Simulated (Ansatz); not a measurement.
Starting cell, MgF$_{2}$ (rutile):

```xyz
6
Lattice="4.6984 0.0000 0.0000 0.0000 4.6984 0.0000 0.0000 0.0000 3.0928" Properties=species:S:1:pos:R:3 pbc="T T T"
Mg     0.0000     0.0000     0.0000
Mg     2.3492     2.3492     1.5464
F      1.4263     1.4263     0.0000
F      3.7755     0.9229     1.5464
F      0.9229     3.7755     1.5464
F      3.2721     3.2721     0.0000
```

In this cell atom 6 (F, nearest neighbour Mg at 2.017 Å; its periodic images, 3.1 Å or more away, move with it) is moved by s towards the nearest neighbour, unit vector (0.707, 0.707, 0.000); all other atoms and the cell stay fixed.

Method: PBE (plane waves to 420 eV, PAW, scalar-relativistic; Ansatz, a first-principles code). k mesh 6×6×9 (Γ-centred), Fermi-Dirac smearing 0.05 eV. Energies are smeared free energies. MgF2 was relaxed with its symmetry unable to fall. ΔE is measured from the undisplaced structure.

```csv
s (Å),ΔE (meV/cell)
-0.400,847
-0.320,533
-0.240,296
-0.160,withheld
-0.080,33
0.000,0
0.080,35
0.160,149
0.240,362
0.320,706
0.400,1233
```

**Question.** Fit a polynomial form (powers 2, 3, 4) to the given rows and predict ΔE at s = -0.160.

**Answer.** Least squares on the 10 given rows: ΔE = (5249)·s² + (2917)·s³ + (7821)·s⁴, in meV/cell with s in Å; root-mean-square residual 6.0 meV/cell. At -0.160 the fit gives 128 meV/cell; the calculation gives 132 meV/cell, so the interpolation is off by -4 (-3.0 %). The quadratic term alone would give 134 meV/cell.

(A displaced cell: forces are minus the slopes of the energy, force constants its curvatures, and phonons follow from these.)
